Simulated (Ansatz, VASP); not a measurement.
**Ir: VASP beside Ansatz**

The input INCAR:

```
PREC = Accurate ; ENCUT = 600
EDIFF = 1E-7 ; ISMEAR = -1
SIGMA = 0.1 ; LREAL = F
LASPH = T ; NELM = 60
ALGO = Normal ; ISIF = 3
LWAVE = F ; LCHARG = F
GGA = RE ; IBRION = 2
NSW = 80 ; EDIFFG = -0.01
```

Contents of KPOINTS:

```
Automatic mesh
0
Gamma
  14 14 14
```

The input POSCAR:

```
Ir
1.0
   -1.5236668997      1.5236668997      1.5236668997
    1.5236668997     -1.5236668997      1.5236668997
    1.5236668997      1.5236668997     -1.5236668997
Ir
1
Direct
    0.0000000000      0.0000000000      0.0000000000
```

Input for Ansatz:

```yaml
crystal:
  lattice:
    - [-1.5236668997, 1.5236668997, 1.5236668997]
    - [1.5236668997, -1.5236668997, 1.5236668997]
    - [1.5236668997, 1.5236668997, -1.5236668997]
  atoms:
    - { symbol: Ir, position: [0.0, 0.0, 0.0] }
hamiltonian:
  xc: revpbe
  pseudopotentials:
    kind: paw
    azcp:
      Ir: "pseudopotentials/Ir.paw.azcp"
basis:
  ecutwfc: 420
  fft_grid_basis: typed
kpoints:
  mp_grid: { grid: [14, 14, 14], shift: [0, 0, 0] }
magnetization:
  spin_polarized: false
scf:
  occupations: { method: fermi_dirac, width: 0.1 }
relax:
  max_steps: 60
  f_tol: 0.01
  cell: {}
```

The cell was built by a generator and needn't be a form met in nature.

Alike in both runs: task relaxation of cell and atoms; functional revPBE; k mesh 14 × 14 × 14; occupations fermi-dirac, width 0.1 eV; no spin polarisation.

|  | VASP | Ansatz |
| --- | --- | --- |
| version | VASP 6.6.1 | Ansatz 0.2.0 |
| potentials or method | VASP PAW PBE potentials, release 64 (Ir) | plane waves (420 eV) with PAW, scalar-relativistic |
| plane-wave cutoff (eV) | 600 | 420 |
| valence electrons in the cell | 9 | 17 |

Ansatz gave:

```
relaxed volume (Å³/atom)                                     : 15.20
relaxed cell length with the largest relative difference (Å) : 2.703
energy change over the relaxation (meV/atom)                 : -78
```

Problem. Which values does VASP return?

Solution. Relaxed volume (Å³/atom): 15.22; relaxed cell length with the largest relative difference (Å): 2.704; energy change over the relaxation (meV/atom): -81.

The two sets of potentials don't hold the same shells in valence.

Caveats: the PAW data sets were made with another functional, which shifts forces and pressure a little (VASP). Spin-orbit coupling is left out, which matters for the levels of Ir.
